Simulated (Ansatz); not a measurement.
# Al (bcc type): how the settings move a single-point run

Question: which choices in the input matter for Al (bcc type)?

Program: Ansatz 0.2.0. Level of theory: reference: DFT, LDA, all-electron LAPW, scalar-relativistic. These are calculated values, not measurements.

## 1. Starting point

It takes space group Im-3m (No. 229, cubic). Conventional cell: a = 2.444 Å, b = 2.444 Å, c = 2.444 Å, α = 90.00°, β = 90.00°, γ = 90.00°. Around Al (site symmetry m-3m) lie 8 Al at 2.12 Å.

Structure file:

```xyz
1
Lattice="-1.2218 1.2218 1.2218 1.2218 -1.2218 1.2218 1.2218 1.2218 -1.2218" Properties=species:S:1:pos:R:3 pbc="T T T"
Al    0.0000    0.0000    0.0000
```

## 2. The reference run

File input.yaml:

```yaml
crystal:
  lattice:
    - [-1.2217821262, 1.2217821262, 1.2217821262]
    - [1.2217821262, -1.2217821262, 1.2217821262]
    - [1.2217821262, 1.2217821262, -1.2217821262]
  atoms:
    - { symbol: Al, position: [0.0, 0.0, 0.0] }
kpoints:
  mp_grid: { grid: [19, 19, 19] }
  band_path:
    path:
      - [0.0, 0.0, 0.0]
      - [0.5, -0.5, 0.5]
      - [0.0, 0.0, 0.5]
      - [0.0, 0.0, 0.0]
      - [0.25, 0.25, 0.25]
      - [0.5, -0.5, 0.5]
      - [0.25, 0.25, 0.25]
      - [0.0, 0.0, 0.5]
    npoints: 8
scf:
  occupations: { method: fermi_dirac, width: 0.08 }
hamiltonian:
  xc: lda
  pseudopotentials: { kind: all_electron, lapw: { basis_error: 0.001 } }
output:
  forces: true
  stress: true
  eigenvalues: true
  populations: true
  dos: { projected: true, de: 0.2, e_range: [-14, 8] }
```

Started as:

```sh
$ ansatz run input.yaml --threads 1 --pin off --max-ram 2048MiB --backend cpu --events-out ev --progress --plain --runs-dir out
```

## 3. Changing settings: mixing.algorithm anderson, mixing.beta 0.05, mixing.ndim 8, xc pbe

input.yaml, as its differences from that of step 2:

```diff
@@ -22,4 +22,5 @@
   occupations: { method: fermi_dirac, width: 0.08 }
+  mixing: { algorithm: anderson, beta: 0.05, ndim: 8 }
 hamiltonian:
-  xc: lda
+  xc: pbe
   pseudopotentials: { kind: all_electron, lapw: { basis_error: 0.001 } }
@@ -30,2 +31 @@
   populations: true
-  dos: { projected: true, de: 0.2, e_range: [-14, 8] }
```

**Question.** What will these runs give? Wanted: for each run, ending; energy change; pressure; gap; force.

**Answer**, as computed:

```tsv
run	ending	energy change	pressure (GPa)	gap (eV)	force (eV/Å)	cycles	time
reference	converged	-	308.4	0.00	0.00	5	9.2 s
1: mixing.algorithm anderson, mixing.beta 0.05, mixing.ndim 8, xc pbe	converged	not comparable	328.0	0.00	0.00	6	9.1 s
```

Times don't compare one to one where runs were asked for different outputs or read a saved state (see the inputs); cycles may leave out searches for a lower state.

Residual by cycle in the longest SCF loop of each run; runs are numbered as in the table. The quantity is the density residual dr2, in eV.

```tsv
cycle	reference	run 1
1	0.048	0.05
2	0.0102	0.0448
3	6.0e-6	3.7e-5
4	2.3e-7	2.3e-6
5	4.3e-10	1.3e-6
6	-	9.1e-9
```

**Reading.** After a change of functional the difference of the totals has no physical meaning; the pressure goes from 308.4 to 328.0 GPa. At this fixed cell a higher pressure means that this functional prefers a larger volume than the reference. The structure is not at rest: the sound run finds 308 GPa, so these are no properties of the relaxed crystal. 
